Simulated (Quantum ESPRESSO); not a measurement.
Crystal: MgS.

```xyz
2
Lattice="0.0000 2.8331 2.8331 2.8331 0.0000 2.8331 2.8331 2.8331 0.0000" Properties=species:S:1:pos:R:3 pbc="T T T"
S     1.4166    1.4166    1.4166
Mg    0.0000    0.0000    0.0000
```

The cell comes from a database or a generator and needn't be the stable form of this composition.

- Program: Quantum ESPRESSO 7.5
- Task: phonons and Raman activities
- Functional: LDA
- Potentials or basis: PseudoDojo 0.4.1 SR LDA standard
- Cutoff: 1143 eV
- Density cutoff: 4572 eV
- k mesh: 4 × 4 × 4, shifted
- Occupations: fermi-dirac, width 0.05 eV
- Spin: no spin polarisation
- Form of the LDA correlation: PW92
- Mixing beta: 0.5
- Most SCF iterations: 120
- SCF threshold: 4e-10 Ry

The cell and the atoms were relaxed first, to 21.91 Å³/atom (a = 3.957 Å, b = 3.957 Å, c = 3.957 Å, α = 60.00°, β = 60.00°, γ = 60.00°), and the response was taken there.

The first run showed a gap, so the response started from a second, tighter run with fixed occupations.

**Question.** Where do the zone-centre optical modes lie?

**Answer.** T2 at 343 cm⁻¹ (IR and Raman). Polar modes are given without the macroscopic field (transverse values).

Optical modes at Γ, degenerate ones joined, polar ones without the macroscopic field:
```csv
cm⁻¹,components,symmetry,active in,"IR intensity, summed ((D/Å)²/amu)"
343,3,T2,IR and Raman,17.60
```

Non-resonant Raman activities from finite differences of the dielectric tensor, degenerate modes summed:
```csv
cm⁻¹,modes,symmetry,activity (Å⁴/amu)
343,3,T2,7.7
```

Zone-centre frequencies without and with the macroscopic field along z (cm⁻¹):
```
                optical modes in rising order
       without                    343 343 343
with the field                    343 343 431
```
